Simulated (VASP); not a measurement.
# GeS (Pnma) in VASP: a series of runs, part 2 of 2

VASP 6.6.1. Earlier steps stand in the parts before.

## Step 3: Relaxation of cell and atoms, PBE+D3(BJ)

This run uses another cell than the first one, of 21.35 Å³/atom, 1.040 times its volume.

The input, INCAR:

```
SYSTEM = GeS
ALGO = Normal
EDIFF = 1E-7
EDIFFG = -0.005
ENCUT = 600
GGA = PE
IBRION = 2
ISIF = 3
ISMEAR = 0
IVDW = 12
KPAR = 2
LASPH = .TRUE.
LCHARG = .FALSE.
LREAL = .FALSE.
LWAVE = .FALSE.
NELM = 80
NSW = 90
PREC = Accurate
SIGMA = 0.03
```

The input, KPOINTS:

```
k-points
0
G
  4 8 6
  0 0 0
```

The input, POSCAR:

```
GeS                                     
1.0
   10.6556368386      0.0000000000      0.0000000000
    0.0000000000      3.6852456740     -0.0000000000
    0.0000000000      0.0000000000      4.3487614144
  Ge              S             
     4     4
Direct
     0.1247446449798914    0.2500000000000000    0.1326708122127630
     0.3752553550201084    0.7500000000000000    0.6326708122127630
     0.6247446449798910    0.2500000000000000    0.3673291877872368
     0.8752553550201090    0.7500000000000000    0.8673291877872371
     0.8495030919728208    0.2500000000000000    0.4964607832448492
     0.6504969080271792    0.7500000000000000    0.9964607832448495
     0.3495030919728208    0.2500000000000000    0.0035392167551509
     0.1504969080271793    0.7500000000000000    0.5035392167551505
```

Potentials or basis: VASP PAW PBE potentials, release 64 (Ge_d, S).

Started as:

```console
cat potpaw_PBE.64/Ge_d/POTCAR potpaw_PBE.64/S/POTCAR > POTCAR
mpirun -np 2 vasp_std > vasp.out
```

OUTCAR:

```text
SYSTEM = GeS
   EDIFF = 1E-7
   EDIFFG = -0.005
   ENCUT = 600
   GGA = PE
   IBRION = 2
   ISIF = 3
   ISMEAR = 0
   IVDW = 12
   LASPH = .TRUE.
   LREAL = .FALSE.
   NELM = 80
   NSW = 90
   PREC = Accurate
 IVDW          = 12

 ion  position               nearest neighbor table
   1  0.125  0.250  0.133-   7 2.46   8 2.46   8 2.46
   2  0.375  0.750  0.633-   8 2.46   7 2.46   7 2.46
   3  0.625  0.250  0.367-   5 2.46   6 2.46   6 2.46
   4  0.875  0.750  0.867-   6 2.46   5 2.46   5 2.46
   5  0.850  0.250  0.496-   3 2.46   4 2.46   4 2.46
   6  0.650  0.750  0.996-   4 2.46   3 2.46   3 2.46
   7  0.350  0.250  0.004-   1 2.46   2 2.46   2 2.46
   8  0.150  0.750  0.504-   2 2.46   1 2.46   1 2.46

  LATTYP: Found a simple orthorhombic cell.
 ALAT       =     3.6852456740
 B/A-ratio  =     1.1800465421
 C/A-ratio  =     2.8914318830

  Lattice vectors:

 A1 = (   0.0000000000,   3.6852456740,   0.0000000000)
 A2 = (   0.0000000000,   0.0000000000,   4.3487614144)
 A3 = (  10.6556368386,   0.0000000000,   0.0000000000)

Analysis of symmetry for initial positions (statically):
=====================================================================
 Subroutine PRICEL returns:
 Original cell was already a primitive cell.

 Routine SETGRP: Setting up the symmetry group for a
 simple orthorhombic supercell.

 Subroutine GETGRP returns: Found  8 space group operations
 (whereof  2 operations were pure point group operations)
 out of a pool of  8 trial point group operations.

The static configuration has the point symmetry S_2 .
 The point group associated with its full space group is D_2h.

Analysis of symmetry for dynamics (positions and initial velocities):
=====================================================================
 Subroutine PRICEL returns:
 Original cell was already a primitive cell.

 Routine SETGRP: Setting up the symmetry group for a
 simple orthorhombic supercell.

 Subroutine GETGRP returns: Found  8 space group operations
 (whereof  2 operations were pure point group operations)
 out of a pool of  8 trial point group operations.

The dynamic configuration has the point symmetry S_2 .
 The point group associated with its full space group is D_2h.

 Subroutine INISYM returns: Found  8 space group operations
 (whereof  2 operations are pure point group operations),
 and found     1 'primitive' translations

----------------------------------------------------------------------------------------

                                     Primitive cell

  volume of cell :     170.7699

  direct lattice vectors                    reciprocal lattice vectors
    10.655636839  0.000000000  0.000000000     0.093847042  0.000000000  0.000000000
     0.000000000  3.685245674  0.000000000     0.000000000  0.271352330  0.000000000
     0.000000000  0.000000000  4.348761414     0.000000000  0.000000000  0.229950532

  length of vectors
    10.655636839  3.685245674  4.348761414     0.093847042  0.271352330  0.229950532

  position of ions in fractional coordinates (direct lattice)
     0.124744645  0.250000000  0.132670812
     0.375255355  0.750000000  0.632670812
     0.624744645  0.250000000  0.367329188
[... 143 lines left out ...]
 Edisp (eV)   -2.61827

 E8    (eV) :    -1.0685

  FORCE on cell =-STRESS in cart. coord.  units (eV):
  Direction    XX          YY          ZZ          XY          YZ          ZX
  --------------------------------------------------------------------------------------
  -------------------------------------------------------------------------------------
  Total       0.02827    -0.04522     0.02240     0.00000     0.00000     0.00000
  in kB       0.26519    -0.42428     0.21020     0.00000     0.00000     0.00000
  external pressure =        0.02 kB  Pullay stress =        0.00 kB

 VOLUME and BASIS-vectors are now :
 -----------------------------------------------------------------------------
  energy-cutoff  :      600.00
  volume of cell :      170.77
      direct lattice vectors                 reciprocal lattice vectors
    10.655636839  0.000000000  0.000000000     0.093847042  0.000000000  0.000000000
     0.000000000  3.685245674  0.000000000     0.000000000  0.271352330  0.000000000
     0.000000000  0.000000000  4.348761414     0.000000000  0.000000000  0.229950532

 POSITION                                       TOTAL-FORCE (eV/Angst)
 -----------------------------------------------------------------------------------
      1.32923      0.92131      0.57695        -0.003072     -0.000000      0.001640
      3.99858      2.76393      2.75133         0.003072      0.000000      0.001640
      6.65705      0.92131      1.59743        -0.003072      0.000000     -0.001640
      9.32640      2.76393      3.77181         0.003072      0.000000     -0.001640
      9.05200      0.92131      2.15899         0.000022     -0.000000     -0.003093
      6.93146      2.76393      4.33337        -0.000022     -0.000000     -0.003093
      3.72418      0.92131      0.01539         0.000022      0.000000      0.003093
      1.60364      2.76393      2.18977        -0.000022     -0.000000      0.003093
 -----------------------------------------------------------------------------------
    total drift:                                0.000000     -0.000000     -0.000000

  FREE ENERGIE OF THE ION-ELECTRON SYSTEM (eV)
  ---------------------------------------------------
  free  energy   TOTEN  =       -39.2584482754 eV

  energy  without entropy=      -39.2584482754  energy(sigma->0) =      -39.25844828

--------------------------------------- Ionic step        2  -------------------------------------------

 number of electron      80.0000023 magnetization

 Free energy of the ion-electron system (eV)
  ---------------------------------------------------
  ext. energy  EPLUGINS =         0.00000000
  ---------------------------------------------------
  free energy    TOTEN  =       -36.64024609 eV

  energy without entropy =      -36.64024609  energy(sigma->0) =      -36.64024609

 E-fermi :   4.7398     XC(G=0):  -9.9210

 val. band max:        4.5249482278   @ k =   0.0000   0.0000   0.3333
 cond. band min:       5.7486480779   @ k =   0.0000   0.0000   0.0000
 fundamental gap:      1.2236998501
 Fermi energy:         4.7397515194

 k-point     1 :       0.0000    0.0000    0.0000
  band No.  band energies     occupation
      1     -19.8136      2.00000
      2     -19.8113      2.00000
      3     -19.8069      2.00000
      4     -19.8054      2.00000
      5     -19.8051      2.00000
      6     -19.8041      2.00000
[... 1213 lines left out ...]
     47       8.5565      0.00000
     48       8.5565      0.00000

 [... further k-points ...]

------------------------ aborting loop because EDIFF is reached ----------------------------------------

 Edisp (eV)   -2.61822

 E8    (eV) :    -1.0685

  FORCE on cell =-STRESS in cart. coord.  units (eV):
  Direction    XX          YY          ZZ          XY          YZ          ZX
  --------------------------------------------------------------------------------------
  -------------------------------------------------------------------------------------
  Total       0.00946    -0.02771     0.02051     0.00000     0.00000     0.00000
  in kB       0.08876    -0.25996     0.19246     0.00000     0.00000     0.00000
  external pressure =        0.01 kB  Pullay stress =        0.00 kB

 VOLUME and BASIS-vectors are now :
 -----------------------------------------------------------------------------
  energy-cutoff  :      600.00
  volume of cell :      170.78
      direct lattice vectors                 reciprocal lattice vectors
    10.657453129  0.000000000  0.000000000     0.093831048  0.000000000  0.000000000
     0.000000000  3.684240682  0.000000000     0.000000000  0.271426350  0.000000000
     0.000000000  0.000000000  4.349348962     0.000000000  0.000000000  0.229919468

 POSITION                                       TOTAL-FORCE (eV/Angst)
 -----------------------------------------------------------------------------------
      1.32931      0.92106      0.57711        -0.001149     -0.000000      0.002784
      3.99941      2.76318      2.75179         0.001149     -0.000000      0.002784
      6.65804      0.92106      1.59756        -0.001149      0.000000     -0.002784
      9.32814      2.76318      3.77224         0.001149      0.000000     -0.002784
      9.05354      0.92106      2.15913        -0.001241     -0.000000     -0.002442
      6.93264      2.76318      4.33381         0.001241      0.000000     -0.002442
      3.72481      0.92106      0.01554        -0.001241      0.000000      0.002442
      1.60391      2.76318      2.19022         0.001241      0.000000      0.002442
 -----------------------------------------------------------------------------------
    total drift:                                0.000000     -0.000000     -0.000000

  FREE ENERGIE OF THE ION-ELECTRON SYSTEM (eV)
  ---------------------------------------------------
  free  energy   TOTEN  =       -39.2584669062 eV

  energy  without entropy=      -39.2584669062  energy(sigma->0) =      -39.25846691

 reached required accuracy - stopping structural energy minimisation
```

Wall time 7.1 min (2 MPI ranks of Intel Xeon Platinum 8488C (Sapphire Rapids), shared host); peak memory 0.61 GiB.

What came out:

- Free energy: -39.2585 eV
- Energy gained by relaxing: 0.0 meV/atom
- Ionic steps: 2
- Pressure after relaxing: 0.0 GPa
- Largest force after relaxing: 0.003 eV/Å
- Band gap on the k mesh: 1.22 eV, indirect (least direct gap 1.25 eV)
- Dispersion energy per atom: -0.327 eV

Forces on the atoms (eV/Å):
```
Ge  -0.001  0.000  0.003
Ge   0.001  0.000  0.003
Ge  -0.001  0.000 -0.003
Ge   0.001  0.000 -0.003
S   -0.001  0.000 -0.002
S    0.001  0.000 -0.002
S   -0.001  0.000  0.002
S    0.001  0.000  0.002
```

Final structure:
```
CELL_PARAMETERS angstrom
10.65745 0.00000 0.00000
0.00000 3.68424 0.00000
0.00000 0.00000 4.34935
ATOMIC_POSITIONS crystal
Ge 0.12473 0.25000 0.13269
Ge 0.37527 0.75000 0.63269
Ge 0.62473 0.25000 0.36731
Ge 0.87527 0.75000 0.86731
S 0.84950 0.25000 0.49643
S 0.65050 0.75000 0.99643
S 0.34950 0.25000 0.00357
S 0.15050 0.75000 0.50357
```

A k mesh can miss the band edges.
